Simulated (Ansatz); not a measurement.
# What CsPbCl3 (Pm-3m) distorts into

Aim: this structure of CsPbCl3 (Pm-3m) is to be tested for unstable modes, and one is followed downhill.

Main program and level: Ansatz 0.2.0; DFT PBEsol, scalar-relativistic, plane waves, PAW; PAW set soft_1.

### Step 1. The starting structure

The structure is cubic, space group Pm-3m (No. 221). The conventional cell has a = 5.619 Å, b = 5.619 Å, c = 5.619 Å, α = 90.00°, β = 90.00°, γ = 90.00°. Nearest to Cs lie 12 Cl at 3.97 Å. Pb has 6 Cl at 2.81 Å nearest. Nearest to Cl lie 2 Pb at 2.81 Å and 4 Cs at 3.97 Å. Farther neighbours and most contacts between anions are not listed.

### Step 2. Phonons on a q mesh

The cell comes from relaxations at this level that are not shown. Stability and thermal properties need the whole zone. Linear response on a 2×2×2 q mesh gives force constants as far as a supercell of that size would, and the tensors from the zone-centre run are typed in so that the long-range dipole term is interpolated apart.

input.yaml

```yaml
crystal:
  lattice:
    - [5.6186639858, 0.0, 0.0]
    - [0.0, 5.6186639858, 0.0]
    - [0.0, 0.0, 5.6186639858]
  atoms:
    - { symbol: Cs, position: [0.0, 0.0, 0.0] }
    - { symbol: Pb, position: [0.5, 0.5, 0.5] }
    - { symbol: Cl, position: [0.5, 0.5, 0.0] }
    - { symbol: Cl, position: [0.0, 0.5, 0.5] }
    - { symbol: Cl, position: [0.5, 0.0, 0.5] }
kpoints:
  mp_grid: { grid: [8, 8, 8] }
hamiltonian:
  xc: pbesol
  pseudopotentials: { kind: paw, azcp: { folder: soft_1 }, xc_functional: pbe }
scf:
  occupations: { method: fixed }
output:
  eigenvalues: true
phonons:
  method: dfpt
  qmesh: [2, 2, 2]
  temperatures: { t_max: 1000, t_step: 50 }
  qpath:
    path:
      - [[0.0, 0.0, 0.0], [0.0, 0.5, 0.0], [0.5, 0.5, 0.0], [0.0, 0.0, 0.0], [0.5, 0.5, 0.5], [0.0, 0.5, 0.0]]
      - [[0.5, 0.5, 0.5], [0.5, 0.5, 0.0]]
    npoints: 10
  non_analytic_term:
    high_frequency_dielectric_tensor: [[4.0422, 0.0, 0.0], [0.0, 4.0422, 0.0], [0.0, 0.0, 4.0422]]
    born_effective_charges:
      - { species: Cs, tensor: [[1.3223, 0.0, 0.0], [0.0, 1.3223, 0.0], [0.0, 0.0, 1.3223]] }
      - { species: Pb, tensor: [[3.9503, 0.0, 0.0], [0.0, 3.9503, 0.0], [0.0, 0.0, 3.9503]] }
      - { species: Cl, tensor: [[-0.724, 0.0, 0.0], [0.0, -0.724, 0.0], [0.0, 0.0, -3.8247]] }
      - { species: Cl, tensor: [[-3.8247, 0.0, 0.0], [0.0, -0.724, 0.0], [0.0, 0.0, -0.724]] }
      - { species: Cl, tensor: [[-0.724, 0.0, 0.0], [0.0, -3.8247, 0.0], [0.0, 0.0, -0.724]] }
    source: "zone-centre run at this cell"
```

Launch:

```
$ ansatz run input.yaml --threads 4 --pin off --max-ram 10240MiB --backend cpu --events-out ev --progress --plain --runs-dir out
```

Numbers of over 12 decimals in the logs are rounded to 6 here.

Output:

```text
Engine: ansatz 0.2.0, aarch64-unknown-linux-gnu
Pseudopotentials: kind: paw
Pseudopotential: Cs, paw, valence charge 9, recommended cutoff 420 eV (normal), soft_1/Cs.paw.azcp
Pseudopotential: Pb, paw, valence charge 14, recommended cutoff 420 eV (normal), soft_1/Pb.paw.azcp
Pseudopotential: Cl, paw, valence charge 7, recommended cutoff 420 eV (normal), soft_1/Cl.paw.azcp
Functional definition: PBEsol
  exchange = pbesol_x
  correlation = pbesol_c
Crystal: 5 atoms, lattice volume = 177.378 Å³
Basis set: ecut = 420 eV, 3431 PW (Γ), exchange–correlation on 80×80×80 points (8 copies of the dense FFT grid, shifted against one another)
Bands: 27, of which v1, the nominal top of the filled ones, is band 22 counted from 1 (21 counted from 0)
Symmetry: 48 space group operations
k-points: 35 of 512
Non-local potential: Cs, projectors of the file, l = 0: 3, l = 1: 2, l = 2: 2, l = 3: 2
Non-local potential: Pb, projectors of the file, l = 0: 2, l = 1: 2, l = 2: 2, l = 3: 1
Non-local potential: Cl, projectors of the file, l = 0: 2, l = 1: 2, l = 2: 1
PAW form: soft (Blöchl's): semilocal exchange-correlation on the pseudo side does not see the compensation charge
PAW frozen core: Cs, regenerated for the run's functional, and the local potential with it (the file was generated under x = pbe(κ = 0.804, μ = 0.219515), c = pbe(β = 0.066725))
PAW frozen core: Pb, regenerated for the run's functional, and the local potential with it (the file was generated under x = pbe(κ = 0.804, μ = 0.219515), c = pbe(β = 0.066725))
PAW frozen core: Cl, regenerated for the run's functional, and the local potential with it (the file was generated under x = pbe(κ = 0.804, μ = 0.219515), c = pbe(β = 0.066725))
PAW one-centre angular grid: Cs, 194 points (default); XC on 64 Gauss nodes
PAW one-centre angular grid: Pb, 590 points (default); XC on 64 Gauss nodes
PAW one-centre angular grid: Cl, 110 points (default); XC on 64 Gauss nodes
Initial density: superposition of atomic densities (chi_scale 0.1, normalization cell, long waves kept (reshape's long-wave potential 0.01 eV rms))
Initial wavefunctions: pseudopotential atomic-orbital guess
Functional: x = pbesol(κ = 0.804, μ = 0.123457), c = pbesol(β = 0.046)
SCF iter   1: F=—  HF=-20534.057203 eV  |F-HF|=—  |Δ(HF+E_count)|=         —  Δρ=2.39e-2  dr2=2.20e0  ethr=3.10e-3  ⟨swp⟩=5.0  Hψ=3979  notcnv=0  defer=61
preconditioner: auto → Resta (q_TF=auto, 2.163 Å⁻¹)  ε∞=3.0  [insulator: Δε(μ)=1.496 eV  Ē_g=12.630 eV  n_scr=26 (ndim 8)  ℏωp=18.1 eV  f_vac=0.014  ε∞_Penn≈3.0]
SCF iter   2: F=—  HF=-20533.316899 eV  |F-HF|=—  |Δ(HF+E_count)|=   7.40e-1  Δρ=1.08e-2  dr2=6.67e-1  ethr=3.10e-3  ⟨swp⟩=3.6  Hψ=2168  notcnv=0  defer=73
SCF iter   3: F=—  HF=-20532.999054 eV  |F-HF|=—  |Δ(HF+E_count)|=   3.18e-1  Δρ=3.19e-3  dr2=5.25e-2  ethr=1.52e-3  ⟨swp⟩=3.7  Hψ=2169  notcnv=0  defer=94
SCF iter   4: F=—  HF=-20532.980824 eV  |F-HF|=—  |Δ(HF+E_count)|=   1.82e-2  Δρ=1.16e-3  dr2=3.28e-3  ethr=1.19e-4  ⟨swp⟩=3.1  Hψ=1789  notcnv=0  defer=97
SCF iter   5: F=—  HF=-20532.982001 eV  |F-HF|=—  |Δ(HF+E_count)|=   1.18e-3  Δρ=1.95e-4  dr2=7.19e-5  ethr=7.47e-6  ⟨swp⟩=2.9  Hψ=1549  notcnv=0  defer=102
SCF iter   6: F=—  HF=-20532.982109 eV  |F-HF|=—  |Δ(HF+E_count)|=   1.08e-4  Δρ=2.57e-5  dr2=1.24e-6  ethr=1.63e-7  ⟨swp⟩=2.0  Hψ=1701  notcnv=0  defer=102
SCF iter   7: F=—  HF=-20532.982114 eV  |F-HF|=—  |Δ(HF+E_count)|=   4.79e-6  Δρ=7.02e-6  dr2=6.36e-8  ethr=2.81e-9  ⟨swp⟩=2.0  Hψ=1676  notcnv=0  defer=94
SCF iter   8: F=—  HF=-20532.982114 eV  |F-HF|=—  |Δ(HF+E_count)|=   3.22e-8  Δρ=1.34e-6  dr2=2.83e-9  ethr=1.44e-10  ⟨swp⟩=2.0  Hψ=1645  notcnv=0  defer=94
SCF iter   9: F=—  HF=-20532.982114 eV  |F-HF|=—  |Δ(HF+E_count)|=   2.23e-9  Δρ=2.31e-7  dr2=9.78e-11  ethr=6.44e-12  ⟨swp⟩=2.0  Hψ=1645  notcnv=0  defer=94
SCF iter  10: F=-20532.982114 eV  HF=-20532.982114 eV  |F-HF|=2.18e-11  |Δ(HF+E_count)|=  2.15e-10  Δρ=4.11e-8  dr2=5.09e-12  ethr=1.00e-12  ⟨swp⟩=16.3  Hψ=7225  notcnv=0
SCF 1 converged in 10 iterations: F = -20532.982114 eV  dr2 = 5.09e-12
  greatest PAW one-centre occupation: 0.982 electrons in one spin orbital (limit 2), on the Pb atom at site 1 (counted from 0), in its partial waves of l = 2
NSCF: frozen V_eff on 35 k-points
NSCF: frozen V_eff on 125 k-points
DFPT response loops at q = (0, 0, 0) (fractional): preconditioner auto → Resta (q_TF=auto, 2.163 Å⁻¹)  ε∞=5.7 (no band partly filled); β = 1.00, the filter's whole step (`scf.mixing.beta` (0.50) is not read by the response loops at its default; to damp them type it under 1.00, their step now; it binds the ground state too); Broyden in place of MSR1
NSCF: frozen V_eff on 250 k-points
DFPT response loops at q = (0, 0, -0.5) (fractional): mixed as the last ones told, above
NSCF: frozen V_eff on 250 k-points
DFPT response loops at q = (0, -0.5, -0.5) (fractional): mixed as the last ones told, above
NSCF: frozen V_eff on 250 k-points
DFPT response loops at q = (-0.5, -0.5, -0.5) (fractional): mixed as the last ones told, above
SCF converged after 10 iterations
Free energy (F): -20532.982114 eV
Harris-Foulkes:  -20532.982114 eV  (|F-HF|=2.18e-11)
Internal energy: -20532.982114 eV  (E = F + TS)
E sigma→0 (E₀):  -20532.982114 eV
Fermi energy:    3.940031 eV
--- Per-component energies (eV) ---
  E_band       = -238.666030
  E_kinetic    = 892.666674
  E_local      = -2617.065289  (includes V_loc(G=0)·N_el)
  E_nonlocal   = 426.043212
  E_hartree    = 983.312846
  E_xc         = -702.547704
  E_vxc        = -624.674680  (∫ρ·V_xc dr)
  E_paw        = -17141.422897  (= ΣΔE_a)
  E_vpaw       = -282.261933  (= ΣTr[D̂ρ^β])
  E_aug_tail   = 0.000328  (compensation charges beyond the density's cutoff)
  E_ewald      = -2374.410915
  E_core_change = 0.441631  (= ΣΔE_core)
  E_smearing   = -0.000000  (= −TS)
  E_closure    = -0.000000  (closes the sum)
  Σ components = -20532.982114   (vs F -20532.982114, Δ=0.00e0)
--- Band table (eV; the first three rows and the last of 35) ---
  k-point 0: bands = [... 18 lower, 1.3639, 1.4693, 1.4693, 1.4693, 7.1920, 8.2004, 8.2004, 9.0863, ... 1 higher]
  k-point 1: bands = [... 18 lower, 1.3491, 1.4532, 1.4532, 1.4672, 7.3422, 8.3044, 8.3127, 9.1335, ... 1 higher]
  k-point 2: bands = [... 18 lower, 1.3131, 1.4144, 1.4144, 1.5540, 7.6987, 8.5055, 8.6085, 8.7305, ... 1 higher]
  k-point 34: bands = [... 18 lower, 1.7941, 1.7941, 1.7941, 3.9400, 5.7837, 5.7837, 5.7837, 8.9584, ... 1 higher]
--- Phonons (Γ-DFPT): 4 representative perturbations + reference (Σ response iterations 14) ---
  ASR residual: 1.105e-4 → 0.000e0 eV/Å²; symmetrization residual: 3.434e-5 eV/Å²
  ASR residual per site (eV/Å²): 1.32e-5 2.26e-5 1.11e-4 1.11e-4 1.11e-4
  Γ frequencies (cm⁻¹): -21.58 -21.58 -21.58 0.00 0.00 0.00 20.40 20.40 20.40 51.83 51.83 51.83 136.03 136.03 136.03
--- Phonons (arbitrary-q DFPT): 4 irreducible q on the 2×2×2 mesh ---
  q = [0.0000, 0.0000, 0.0000] (star 1, of the zone-centre solve; hermiticity 2.80e-5, symmetrization 8.85e-12): -21.58 -21.58 -21.58 -0.00 -0.00 0.00 20.40 20.40 20.40 51.83 51.83 51.83 136.03 136.03 136.03
  q = [0.0000, 0.0000, -0.5000] (star 3, 9 solved perturbations in 975 linear systems a pass and spin channel, the states on 125 of 512 k-point pairs; hermiticity 5.40e-6, symmetrization 3.35e-12): -13.36 -13.36 10.54 10.54 35.26 38.59 42.97 42.97 43.88 43.88 52.08 110.89 136.23 136.23 247.99
  q = [0.0000, -0.5000, -0.5000] (star 3, 9 solved perturbations in 975 linear systems a pass and spin channel, the states on 125 of 512 k-point pairs; hermiticity 6.12e-6, symmetrization 4.21e-13): -47.48 -20.61 -20.61 7.79 34.70 41.37 41.37 45.26 45.26 87.55 102.60 102.60 136.32 220.69 256.76
  q = [-0.5000, -0.5000, -0.5000] (star 1, 4 solved perturbations in 350 linear systems a pass and spin channel, the states on 125 of 512 k-point pairs; hermiticity 7.18e-7, symmetrization 9.74e-12): -47.93 -47.93 -47.93 -11.77 -11.77 -11.77 80.88 80.88 80.88 98.46 98.46 98.46 220.41 220.41 262.75
  sum rule: each row above includes the acoustic sum rule's correction from the zone centre's row sums; it moved no ω² by more than (0.92 cm⁻¹)²
  mesh force constants: q→R imaginary residual 6.58e-18; ASR residual 1.105e-4 → 0.000e0 eV/Å²; symmetrization residual 6.217e-15 eV/Å²
  interpolated dispersion: 63 rows × 15 modes
  density of states and harmonic sums: on the 12×12×12 q-mesh, interpolated from the force constants of a 2×2×2 supercell (with the dipole–dipole term of supplied tensors)
  largest difference from the sums on the solved wave vectors: F 4.76e-2 eV, S 5.10e-5 and C_V 1.74e-5 eV/K
  zero-point energy: 0.064367 eV/cell   skipped modes (ω ≤ 0): 291, of them read as no rigid motion or as one in doubt: 288 (3.414e0 modes/cell left out, lowest -47.93 cm⁻¹)   left out of the sums: 2.28e-1 of the cell's modes: C_V's classical limit lies that fraction below 3 k_B per atom; for a crystal, a wire or a layer, F and S can be off by more, and a phonons.interpolated_qmesh denser along its periods is the remedy for the sampling
```

Elapsed: 6.3 min, on 4 threads of Arm Neoverse V1, shared host; peak memory 1.8 GiB.

This step gave:

```
gap on the k-mesh                                       : 1.844 eV
volume per atom                                         : 35.48 Å³
sum-rule residual before enforcement                    : 1.11e-4 eV/Å²
lowest frequency on the path                            : -47.93 cm⁻¹
point group                                             : m-3m
highest frequency on the path or at a solved wavevector : 262.8 cm⁻¹
highest optical mode at the zone centre (no LO-TO term) : 136.0 cm⁻¹
lowest optical zone-centre mode                         : -21.58 cm⁻¹
lowest mode on the q mesh (acoustic modes at Γ apart)   : -47.93 cm⁻¹
```

Frequencies (cm⁻¹) solved at each irreducible wavevector; negative means imaginary. Frequencies by wavevector, by row:

```tsv
q in reciprocal lattice units	star	mode 1	mode 2	mode 3	mode 4	mode 13	mode 14	mode 15
0 0 0	1	-21.6	-21.6	-21.6	0	136	136	136
0 0 -0.5	3	-13.4	-13.4	10.5	10.5	136.2	136.2	248
0 -0.5 -0.5	3	-47.5	-20.6	-20.6	7.8	136.3	220.7	256.8
-0.5 -0.5 -0.5	1	-47.9	-47.9	-47.9	-11.8	220.4	220.4	262.8
```

Interpolated from a 2×2×2 q mesh, with the LO-TO term (at Γ the limit along the path; where Γ stands inside the path, tables give the limit on arrival). The phonon branches at the labelled points (cm⁻¹):

```tsv
point	branch 1	branch 2	branch 3	branch 4	branch 12	branch 13	branch 14	branch 15
Γ	-22	-22	0	0	56	136	136	232
halfway	-18	-18	10	10	88	136	136	239
X	-13	-13	10	10	111	136	136	248
halfway	-35	-14	-8	7	107	136	187	249
M	-48	-21	-21	8	103	136	221	257
halfway	-28	-14	-13	17	88	136	176	236
Γ	-22	-22	0	0	56	136	136	232
halfway	-29	-25	-25	9	88	178	178	235
R	-48	-48	-48	-12	98	220	220	263
halfway	-37	-33	-25	-10	105	180	193	250
X	-13	-13	10	10	111	136	136	248
jump to R	-48	-48	-48	-12	98	220	220	263
halfway	-48	-35	-35	-5	101	186	221	257
M	-48	-21	-21	8	103	136	221	257
```

Symmetry leaves 4 wavevectors to solve. The lowest mode among them, the acoustic zeros apart, lies at q = (-0.5, -0.5, -0.5) and is imaginary, 47.9i cm⁻¹, so the energy falls along it.

### Step 3. The mode frozen in, largest atomic shift 0 Å

The mode followed lies at q = (-0.5, -0.5, -0.5) with frequency 47.9i cm⁻¹ and is 3-fold degenerate, the softest among the wavevectors solved. At small amplitude the distorted cell has space group no. 74 by a symmetry search on the positions. The undistorted cell that holds it gives the zero of energy on the same k mesh.

System of this step: CsPbCl3. Symmetry: Pm-3m, No. 221, cubic system. Conventional cell: a = 5.619 Å, b = 5.619 Å, c = 5.619 Å, α = 90.00°, β = 90.00°, γ = 90.00°. Cs has 12 Cl at 3.97 Å nearest. Pb has 6 Cl at 2.81 Å nearest. Cl has 2 Pb at 2.81 Å and 4 Cs at 3.97 Å nearest. Farther neighbours and most contacts between anions are not listed.

input.yaml

```yaml
crystal:
  lattice:
    - [5.6186639858, 5.6186639858, 0.0]
    - [5.6186639858, 0.0, 5.6186639858]
    - [5.6186639858, 0.0, -5.6186639858]
  atoms:
    - { symbol: Cs, position: [0.0, 0.0, 0.0] }
    - { symbol: Cs, position: [0.0, 0.5, 0.5] }
    - { symbol: Pb, position: [0.5, 0.25, 0.75] }
    - { symbol: Pb, position: [0.5, 0.75, 0.25] }
    - { symbol: Cl, position: [0.5, 0.0, 0.0] }
    - { symbol: Cl, position: [0.5, 0.5, 0.5] }
    - { symbol: Cl, position: [0.5, 0.0, 0.5] }
    - { symbol: Cl, position: [0.5, 0.5, 0.0] }
    - { symbol: Cl, position: [0.0, 0.5, 0.0] }
    - { symbol: Cl, position: [0.0, 0.0, 0.5] }
kpoints:
  mp_grid: { grid: [6, 6, 6] }
hamiltonian:
  xc: pbesol
  pseudopotentials: { kind: paw, azcp: { folder: soft_1 }, xc_functional: pbe }
scf:
  occupations: { method: gaussian, width: 0.02 }
output:
  forces: true
  stress: true
  eigenvalues: true
```

Output:

```text
[...]
Crystal: 10 atoms, lattice volume = 354.756 Å³
Basis set: ecut = 420 eV, 6879 PW (Γ), exchange–correlation on 108×108×108 points (8 copies of the dense FFT grid, shifted against one another)
Bands: 54, of which v1, the nominal top of the filled ones, is band 44 counted from 1 (43 counted from 0)
Symmetry: 96 space group operations
[...]
k-points: 16 of 216
[...]
k-point 0: bands = [... 40 lower, 1.7940, 1.7940, 1.7940, 3.9400, 5.7838, 5.7838, 5.7838, 7.1919, ... 4 higher]
  k-point 1: bands = [... 40 lower, 1.7344, 1.7344, 1.7626, 3.4857, 6.0845, 6.0845, 6.2266, 7.3884, ... 4 higher]
  k-point 2: bands = [... 40 lower, 1.6362, 1.6362, 1.6790, 2.6482, 6.8331, 6.8331, 7.0550, 7.8366, ... 4 higher]
  k-point 15: bands = [... 40 lower, 1.4881, 1.6982, 2.3670, 2.7289, 6.4987, 6.7516, 7.2232, 8.5879, ... 4 higher]
[key lines of the parts left out:]
SCF converged after 8 iterations
Free energy (F): -41065.964603 eV
Fermi energy:    4.861757 eV
P = ⅓ Tr σ = -0.0100 GPa (-0.100 kbar)
```

The job ended after 6.7 s (4 threads; peak memory 0.91 GiB).

Numbers from this step:

| Property | Result |
| --- | --- |
| pressure | -0.01003 GPa |
| energy from the undistorted cell | 0 meV/atom |

At this level the gap is 1.84 eV on the k-mesh of the self-consistent run, which can miss the band edges.

### Step 4. The mode frozen in, largest atomic shift 0.6 Å

The atoms are moved along the unstable eigenvector, the largest shift by 0.6 Å, with the cell fixed.

input.yaml, the sections that differ from step 3:

```yaml
crystal:
  lattice:
    - [5.6186639858, 5.6186639858, 0.0]
    - [5.6186639858, 0.0, 5.6186639858]
    - [5.6186639858, 0.0, -5.6186639858]
  atoms:
    - { symbol: Cs, position: [0.0, 0.0, 0.0] }
    - { symbol: Cs, position: [0.0, 0.5, 0.5] }
    - { symbol: Pb, position: [0.5, 0.25, 0.75] }
    - { symbol: Pb, position: [0.5, 0.75, 0.25] }
    - { symbol: Cl, position: [0.4244902223, 0.0755097777, 0.0755097777] }
    - { symbol: Cl, position: [0.5755097777, 0.4244902223, 0.4244902223] }
    - { symbol: Cl, position: [0.5, -0.0377548889, 0.5377548889] }
    - { symbol: Cl, position: [0.5, 0.5377548889, -0.0377548889] }
    - { symbol: Cl, position: [0.0, 0.5377548889, -0.0377548889] }
    - { symbol: Cl, position: [0.0, -0.0377548889, 0.5377548889] }
# kpoints, hamiltonian, scf, output: as in step 3
```

Output:

```text
[...]
Crystal: 10 atoms, lattice volume = 354.756 Å³
Basis set: ecut = 420 eV, 6879 PW (Γ), exchange–correlation on 108×108×108 points (8 copies of the dense FFT grid, shifted against one another)
Bands: 54, of which v1, the nominal top of the filled ones, is band 44 counted from 1 (43 counted from 0)
Symmetry: 8 space group operations
[...]
k-points: 46 of 216
[...]
k-point 0: bands = [... 40 lower, 1.6326, 1.6720, 1.6847, 3.5061, 5.7189, 5.7402, 5.7598, 7.3771, ... 4 higher]
  k-point 1: bands = [... 40 lower, 1.6199, 1.6454, 1.6951, 3.1442, 5.9690, 6.0022, 6.0886, 7.5668, ... 4 higher]
  k-point 2: bands = [... 40 lower, 1.5749, 1.5871, 1.7027, 2.4397, 6.5743, 6.6298, 6.8380, 7.9199, ... 4 higher]
  k-point 45: bands = [... 40 lower, 1.4431, 1.5964, 2.2165, 2.4936, 6.2940, 6.4609, 6.9106, 8.1022, ... 4 higher]
[key lines of the parts left out:]
SCF converged after 8 iterations
Free energy (F): -41066.065763 eV
Fermi energy:    4.612517 eV
P = ⅓ Tr σ = -0.4669 GPa (-4.669 kbar)
```

The job ended after 18 s (4 threads; peak memory 1.2 GiB; 69 s of CPU time).

Numbers from this step:

```
pressure                         : -0.4669 GPa
gap on the k-mesh                : 2.213 eV
energy from the undistorted cell : -10.12 meV/atom
```

The energy, extrapolated to zero smearing, is -10.12 meV/atom against the undistorted cell.

The run ends at a pressure of -0.47 GPa, with forces up to 0.12 eV/Å.

### Step 5. Energy along the mode, all amplitudes (two of the runs are shown above)

An imaginary frequency means negative curvature, so the energy should fall and then rise again as anharmonic terms take over.

This step gave:

- depth at the lowest point sampled: 10.12 meV/atom
- largest atomic shift at that point: 0.6 Å

Energy from the parent against largest atomic shift:

```tsv
largest atomic shift (Å)	energy from the parent (meV/atom)
0.000	0
0.040	-0.095
0.080	-0.379
0.140	-1.14
0.220	-2.69
0.320	-5.20
0.450	-8.51
0.600	-10.1
```

Displacement at unit largest shift by atom:

```tsv
atom	x (Å)	y (Å)	z (Å)	size
Cs1	0.000	0.000	0.000	0.000
Cs2	0.000	0.000	0.000	0.000
Pb3	0.000	0.000	0.000	0.000
Pb4	0.000	0.000	0.000	0.000
Cl5	0.707	-0.707	0.000	1.000
Cl6	-0.707	0.707	0.000	1.000
Cl7	0.000	0.000	-0.707	0.707
Cl8	0.000	0.000	0.707	0.707
Cl9	0.000	0.000	0.707	0.707
Cl10	0.000	0.000	-0.707	0.707
```

The lowest of the steps tried is the last one, at 0.6 Å, 10.1 meV/atom below the parent; the bottom of the well need not coincide with a step.

[end of part 1 of 2]

[Logs are printed without paths, hosts, clocks, repeated set-up lines and the standing remarks that a program may print on its own settings, such as how far it seeks lower states.]

[Hosts, paths, dates, database ids (printed as entryN), source tags and the programs' standing remarks are cut or masked in the printed files.]
